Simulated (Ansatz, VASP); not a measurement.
## One calculation of Pb, two programs

The input INCAR:

```
PREC = Accurate
ENCUT = 600
EDIFF = 1E-6
ISMEAR = 0
SIGMA = 0.1
LREAL = F
LASPH = T
NELM = 100
ALGO = Fast
ISIF = 3
LWAVE = F
LCHARG = F
GGA = PE
IBRION = 2
NSW = 100
EDIFFG = -0.005
```

Contents of KPOINTS:

```
Automatic mesh
0
Gamma
  14 14 14
```

POSCAR

```
Pb
1.0
    0.0000000000      2.4947547400      2.4947547400
    2.4947547400      0.0000000000      2.4947547400
    2.4947547400      2.4947547400      0.0000000000
Pb
1
Direct
    0.0000000000      0.0000000000      0.0000000000
```

Input for Ansatz:

```yaml
crystal:
  lattice:
    - [0.0, 2.49475474, 2.49475474]
    - [2.49475474, 0.0, 2.49475474]
    - [2.49475474, 2.49475474, 0.0]
  atoms:
    - { symbol: Pb, position: [0.0, 0.0, 0.0] }
basis:
  ecutwfc: 420
kpoints:
  mp_grid: { grid: [14, 14, 14] }
hamiltonian:
  xc: pbe
scf:
  occupations: { method: gaussian, width: 0.1 }
output:
  forces: true
  stress: true
  eigenvalues: true
  write_density: true
  write_potential: true
  elf: true
  volumetric_format: npy
relax:
  adjacent_minimum: "off"
  f_tol: 0.005
  max_steps: 80
  cell: { stress_tol: 0.05 }
```

Alike in both runs: task relaxation of cell and atoms; functional PBE; k mesh 14 × 14 × 14; occupations gaussian, width 0.1 eV; no spin polarisation.

```csv
,VASP,Ansatz
version,VASP 6.6.1,Ansatz 0.2.0
potentials or method,"VASP PAW PBE potentials, release 64 (Pb_d)","scalar-relativistic, plane waves, PAW"
plane-wave cutoff (eV),600,420
valence electrons in the cell,14,14
```

Ansatz gave:

```
gap on the k mesh at the Fermi level, each at its own relaxed structure (eV) : none
relaxed volume (Å³/atom)                                                     : 31.99
relaxed cell length with the largest relative difference (Å)                 : 3.563
energy change over the relaxation (meV/atom)                                 : -4
```

**Question.** Estimate VASP's values.

**Answer.** gap on the k mesh at the Fermi level, each at its own relaxed structure (eV): none; relaxed volume (Å³/atom): 32.05; relaxed cell length with the largest relative difference (Å): 3.565; energy change over the relaxation (meV/atom): -4.

A gap of «none» marks a metal or a gap that the smearing closes.

Spin-orbit coupling is left out, which matters for the levels of Pb.
